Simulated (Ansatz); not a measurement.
Runs of Ansatz 0.2.0 on ZrC. It takes space group Fm-3m (No. 225, cubic). Conventional cell: a = 4.730 Å, b = 4.730 Å, c = 4.730 Å, α = 90.00°, β = 90.00°, γ = 90.00°. Around Zr (site symmetry m-3m) lie 6 C at 2.36 to 2.37 Å. Around C (site symmetry m-3m) lie 6 Zr at 2.36 to 2.37 Å. 

| task | level | potentials or basis | spin | U | cell | k mesh | cutoff (eV) | smearing | start of the occupations | double counting | hubbard projectors | scf mixing preconditioner | basis error allowed | other keys | gap on the mesh (eV) | pressure (GPa) | moment (μB) |
| --- | --- | --- | --- | --- | --- | --- | --- | --- | --- | --- | --- | --- | --- | --- | --- | --- | --- |
| atomic charges | revPBE+D3(BJ)+ATM+U | all-electron LAPW, relativistic spinors | SOC, no magnetisation | Zr d U = 1 eV | as given | 8 × 8 × 8 | 279 | cold 0.1 eV | auto | amf | ortho-atomic | - | 0.0005 eV/atom | - | none | -9.0 | - |
| electron localisation function | PBE-PBEsol | all-electron PAW datasets made for the crystal | off | - | as given | 10 × 10 × 10 | 280 | fermi-dirac 0.15 eV | - | - | - | ldos | - | scf.mixing.preconditioner = ldos | none | (a) | - |
| density of states | revPBE-LDA | all-electron LAPW, scalar-relativistic | collinear, ferromagnetic start | - | volume scaled by 0.96 | 10 × 10 × 10 | 261 | fermi-dirac 0.1 eV | - | - | - | - | 0.001 eV/atom | - | none | 19.6 | 0.00 |
| relaxation of cell and atoms | r2SCAN+D4 | all-electron PAW datasets made for the crystal | collinear, ferromagnetic start | - | relaxed | 10 × 10 × 10 | - | fermi-dirac 0.025 eV | - | - | - | - | - | - | - | 0.0 | 0.00 |

Problem. Fill in the values left out.

Solution. (a) -1.5.

Caveats: the starting moments weren't kept (some runs); U is the effective U less J, on atomic orbitals that reach past the spheres (some runs); U without spin polarisation on a metal has little footing (some runs); pairwise dispersion overbinds metals, which lowers pressure and volume (some runs); the U is typed as a test and isn't derived for this compound (some runs); the program listed the state as in doubt (some runs).

A k mesh can miss the band edges, and rows without SOC leave out spin-orbit coupling on Zr.

A gap of «none» marks a metal or a gap under the smearing width.

The runs don't all hold the same shells in valence.

Runs at the PBE level aren't shown here.
